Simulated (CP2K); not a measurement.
Set up this calculation in CP2K 2026.2, as the native input.

| Quantity | Value |
| --- | --- |
| Task | band structure |
| Functional | PBEsol |
| Potentials or basis | GTH_POTENTIALS Cd GTH-PBE-q12, S GTH-PBE-q6; DZVP-MOLOPT-SR-GTH basis |
| Density cutoff | 6123 eV |
| k mesh | 7 × 7 × 4 |
| Occupations | fermi-dirac, width 0.05 eV |
| Spin | no spin polarisation |
| SCF solver | diagonalisation with k points |
| Quickstep method | GPW |
| EPS_DEFAULT | 1.0E-10 |
| EPS_SCF | 1.0E-6 |
| MAX_SCF | 100 |
| SCF_GUESS | ATOMIC |
| k points reduced by the point group | yes |
| Mesh centred on Gamma | yes |
| CHOLESKY | OFF |
| EPS_EIGVAL | 1.0E-7 |
| MIXING METHOD | BROYDEN_MIXING |
| MIXING ALPHA | 0.4 |
| NBUFFER | 8 |
| NGRIDS | 5 |
| Basis sets | Cd DZVP-MOLOPT-SR-GTH-q12, S DZVP-MOLOPT-SR-GTH-q6 |
| Potentials | Cd GTH-PBE-q12 of GTH_POTENTIALS, S GTH-PBE-q6 of GTH_POTENTIALS |
| ADDED_MOS | [14] |
| Points a segment of the path (NPOINTS) | 8 |
| Bands added on the path | 6 |
| REL_CUTOFF (Ry) | 60 Ry |
| MIXING BETA (1/bohr) | 1.5 1/bohr |
| CUTOFF of the grids | 450 Ry |

CdS (Greenockite):

```
CELL_PARAMETERS angstrom
4.15000 0.00000 0.00000
-2.07500 3.59401 0.00000
0.00000 0.00000 6.73700
ATOMIC_POSITIONS crystal
Cd 0.66667 0.33333 0.50000
Cd 0.33333 0.66667 0.00000
S 0.66667 0.33333 0.87500
S 0.33333 0.66667 0.37500
```

These files were run (other wordings do the same):

cds_bands.inp

```
&GLOBAL
  PROJECT cds_bands
  RUN_TYPE ENERGY_FORCE
  PRINT_LEVEL LOW
&END GLOBAL
&FORCE_EVAL
  METHOD QS
  STRESS_TENSOR ANALYTICAL
  &DFT
    BASIS_SET_FILE_NAME BASIS_MOLOPT
    POTENTIAL_FILE_NAME GTH_POTENTIALS
    &MGRID
      CUTOFF 450
      REL_CUTOFF 60
      NGRIDS 5
    &END MGRID
    &QS
      METHOD GPW
      EPS_DEFAULT 1.0E-10
    &END QS
    &KPOINTS
      SCHEME MONKHORST-PACK 7 7 4
      GAMMA_CENTERED T
      SYMMETRY T
      SYMMETRY_BACKEND SPGLIB
    &END KPOINTS
    &SCF
      SCF_GUESS ATOMIC
      EPS_SCF 1.0E-6
      MAX_SCF 100
      ADDED_MOS 14
      CHOLESKY OFF
      EPS_EIGVAL 1.0E-7
      &DIAGONALIZATION ON
        ALGORITHM STANDARD
      &END DIAGONALIZATION
      &MIXING ON
        METHOD BROYDEN_MIXING
        ALPHA 0.4
        BETA 1.5
        NBUFFER 8
      &END MIXING
      &SMEAR ON
        METHOD FERMI_DIRAC
        ELECTRONIC_TEMPERATURE [K] 580.226
      &END SMEAR
    &END SCF
    &XC
      &XC_FUNCTIONAL
        &GGA_X_PBE_SOL
        &END GGA_X_PBE_SOL
        &GGA_C_PBE_SOL
        &END GGA_C_PBE_SOL
      &END XC_FUNCTIONAL
    &END XC
    &PRINT
      &KPOINTS ON
      &END KPOINTS
      &MULLIKEN ON
      &END MULLIKEN
      &MO ON
        ENERGIES T
        OCCUPATION_NUMBERS T
        &EACH
          QS_SCF 0
        &END EACH
        ADD_LAST NUMERIC
      &END MO
      &LOWDIN ON
      &END LOWDIN
      &HIRSHFELD ON
        SHAPE_FUNCTION DENSITY
      &END HIRSHFELD
      &BAND_STRUCTURE
        FILE_NAME bands.bs
        ADDED_MOS 6
        &KPOINT_SET
          UNITS B_VECTOR
          NPOINTS 8
          SPECIAL_POINT GAMMA 0.00000000 0.00000000 0.00000000
          SPECIAL_POINT M 0.50000000 0.00000000 0.00000000
          SPECIAL_POINT K 0.33333333 0.33333333 0.00000000
          SPECIAL_POINT GAMMA 0.00000000 0.00000000 0.00000000
          SPECIAL_POINT A 0.00000000 0.00000000 0.50000000
          SPECIAL_POINT L 0.50000000 0.00000000 0.50000000
          SPECIAL_POINT H 0.33333333 0.33333333 0.50000000
          SPECIAL_POINT A 0.00000000 0.00000000 0.50000000
        &END KPOINT_SET
        &KPOINT_SET
          UNITS B_VECTOR
          NPOINTS 8
          SPECIAL_POINT L 0.50000000 0.00000000 0.50000000
          SPECIAL_POINT M 0.50000000 0.00000000 0.00000000
        &END KPOINT_SET
        &KPOINT_SET
          UNITS B_VECTOR
          NPOINTS 8
          SPECIAL_POINT K 0.33333333 0.33333333 0.00000000
          SPECIAL_POINT H 0.33333333 0.33333333 0.50000000
        &END KPOINT_SET
      &END BAND_STRUCTURE
    &END PRINT
  &END DFT
  &SUBSYS
    &CELL
      A 4.1500000000 0.0000000000 0.0000000000
      B -2.0750000000 3.5940054257 0.0000000000
      C 0.0000000000 0.0000000000 6.7370000000
      PERIODIC XYZ
    &END CELL
    &COORD
      Cd  2.0750000002 1.1980018084 3.3685000000
      Cd  -0.0000000002 2.3960036173 0.0000000000
      S   2.0750000002 1.1980018084 5.8948750000
      S   -0.0000000002 2.3960036173 2.5263750000
    &END COORD
    &KIND Cd
      BASIS_SET DZVP-MOLOPT-SR-GTH-q12
      POTENTIAL GTH-PBE-q12
    &END KIND
    &KIND S
      BASIS_SET DZVP-MOLOPT-SR-GTH-q6
      POTENTIAL GTH-PBE-q6
    &END KIND
    &PRINT
      &ATOMIC_COORDINATES ON
      &END ATOMIC_COORDINATES
      &CELL ON
      &END CELL
    &END PRINT
  &END SUBSYS
  &PRINT
    &FORCES ON
    &END FORCES
    &STRESS_TENSOR ON
    &END STRESS_TENSOR
  &END PRINT
&END FORCE_EVAL
```

Potentials or basis: GTH_POTENTIALS Cd GTH-PBE-q12, S GTH-PBE-q6; DZVP-MOLOPT-SR-GTH basis.

Run with:

```console
$ OMP_NUM_THREADS=1 cp2k.psmp -i cds_bands.inp -o cds_bands.out
```

It gave:

| Property | Result |
| --- | --- |
| Pressure | 0.6 GPa |
| Largest force | 0.069 eV/Å |
| Band gap on the k mesh | 1.00 eV, direct |
| Band gap along the path | 1.00 eV, direct |
| Mulliken charges | Cd +0.33; S -0.33 e |
| Hirshfeld charges | Cd +0.26; S -0.26 e |

Caveat: Mulliken charges move with the basis; the potentials were made for another functional, which shifts forces and pressure; the basis of atomic orbitals isn't converged, which shifts pressures, moduli and gaps.

Run time: 25 s on 1 thread of Arm Neoverse V2, on a shared host, peak memory 0.38 GiB.
